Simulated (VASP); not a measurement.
Input of a VASP 6.6.1 run:

Contents of INCAR:

```
ALGO = Normal
EDIFF = 1E-7
EDIFFG = -0.002
ENCUT = 520
GGA = PE
IBRION = 2
ISIF = 3
ISMEAR = 0
ISPIN = 2
LASPH = True
LCHARG = False
LMAXMIX = 4
LORBIT = 11
LREAL = False
LWAVE = False
MAGMOM = 0.8 -0.8
NELM = 150
NSW = 80
PREC = Accurate
SIGMA = 0.1
```

The input KPOINTS:

```
k-points
0
Gamma
  21 21 21
```

POSCAR

```
Ni
1.0
   -1.7619350000     -1.7619350000      3.5238700000
   -3.5238700000     -1.7619350000      1.7619350000
   -1.7619350000     -3.5238700000      1.7619350000
Ni
2
Direct
    0.0000000000      0.0000000000      0.0000000000
    0.5000000000      0.5000000000      0.5000000000
```

Potentials or basis: VASP PAW PBE potentials, release 64 (Ni).

Run with:

```sh
$ cat potpaw_PBE.64/Ni/POTCAR > POTCAR
$ mpirun -np 1 vasp_std > vasp.out
```

**Question.** Predict the net moment.

**Answer.** 0.00 μB per cell.

**Question.** Predict the band gap on the k mesh.

**Answer.** None (metal or under the smearing width).

**Question.** What does it give for the relaxed volume?

**Answer.** 10.85 Å³/atom.

**Question.** Predict the relaxed cell.

**Answer.** a = 4.311 Å, b = 4.311 Å, c = 4.311 Å, α = 33.46°, β = 33.46°, γ = 33.46°.

Final structure:
```xyz
2
Lattice="-1.7625 -1.7625 3.5176 -3.5176 -1.7625 1.7625 -1.7625 -3.5176 1.7625" Properties=species:S:1:pos:R:3 pbc="T T T"
Ni    0.0000    0.0000    0.0000
Ni   -3.5213   -3.5213    3.5213
```
